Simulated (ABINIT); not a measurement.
Runs of ABINIT 10.8.3 (patched build) on CdS (Hawleyite). Symmetry: F-43m, No. 216, cubic system. The conventional cell has a = 5.833 Å, b = 5.833 Å, c = 5.833 Å, α = 90.00°, β = 90.00°, γ = 90.00°. Cd (site symmetry -43m) has 4 S at 2.53 Å as nearest neighbours. S (site symmetry -43m) is surrounded by 4 Cd at 2.53 Å. 

```tsv
share of exact exchange	gap on the mesh (eV)	pressure (GPa)
0.35	3.54	1.1
0.05	(b)	3.3
0.5	4.62	0.1
0.15	(a)	2.6
0.25	2.83	1.8
```

Alike in all rows: task single point; level PBE0; potentials or basis SG15 NC PBE v1.2; no spin polarisation; cell as given; k mesh 3 × 3 × 3; cutoff (eV) 599; smearing fermi-dirac 0.05 eV; the mesh is coarse, so values aren't converged.

Question: Estimate the missing entries.

Answer: (a) 2.13; (b) 1.44.

Caveats: all runs use coarse meshes; exact exchange is summed on a coarse mesh, which widens gaps by tenths of an eV; the potentials were made for another functional, which shifts forces and pressure.

A k mesh can miss the band edges, and the runs leave out spin-orbit coupling on Cd.
